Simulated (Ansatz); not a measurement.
Steps from a short run of molecular dynamics on a 2×2×2 supercell (16 atoms) of MgSe (rocksalt), relaxed with r2SCAN; forces from PBE in Ansatz, 2×2×2 mesh, Fermi-Dirac smearing of 0.020 eV, a Nosé-Hoover thermostat at fixed volume, set at 200 K. Classical nuclei, no spin polarisation; a few dozen steps show the first response, not equilibrium.

Cell vectors in Å:
```
0.0000 5.4725 5.4725
5.4725 0.0000 5.4725
5.4725 5.4725 0.0000
```

**Question.** At 24 fs the positions in Å are
```
Mg  -0.077  -0.006   0.059
Se   2.812   2.724   2.756
Mg   2.759   2.678   0.056
Se   5.515   5.466   2.695
Mg   2.744  -0.013   2.644
Se   5.438   2.752   5.460
Mg   5.485   2.716   2.733
Se   8.213   5.538   5.515
Mg   0.032   2.780   2.769
Se   2.732   5.442   5.493
Mg   2.797   5.411   2.743
Se   5.425   8.190   5.455
Mg   2.607   2.764   5.499
Se   5.476   5.483   8.188
Mg   5.387   5.464   5.406
Se   8.218   8.215   8.211
```
What are the forces, and how far does the free energy (smearing included) lie above that of step 0, with the atoms on their sites?

**Answer.** 11.3 meV an atom; forces in eV/Å:
```
Mg  -0.008   0.217  -0.403
Se  -0.328  -0.008  -0.040
Mg  -0.418   0.353  -0.231
Se  -0.037   0.104   0.213
Mg   0.164  -0.089   0.544
Se   0.216  -0.033   0.143
Mg   0.206  -0.059   0.198
Se  -0.215  -0.281  -0.175
Mg  -0.105  -0.001  -0.325
Se  -0.224   0.116  -0.341
Mg  -0.241   0.264  -0.169
Se   0.009   0.050  -0.006
Mg   0.452  -0.274   0.066
Se   0.097  -0.093   0.107
Mg   0.428  -0.181   0.235
Se   0.004  -0.088   0.184
```
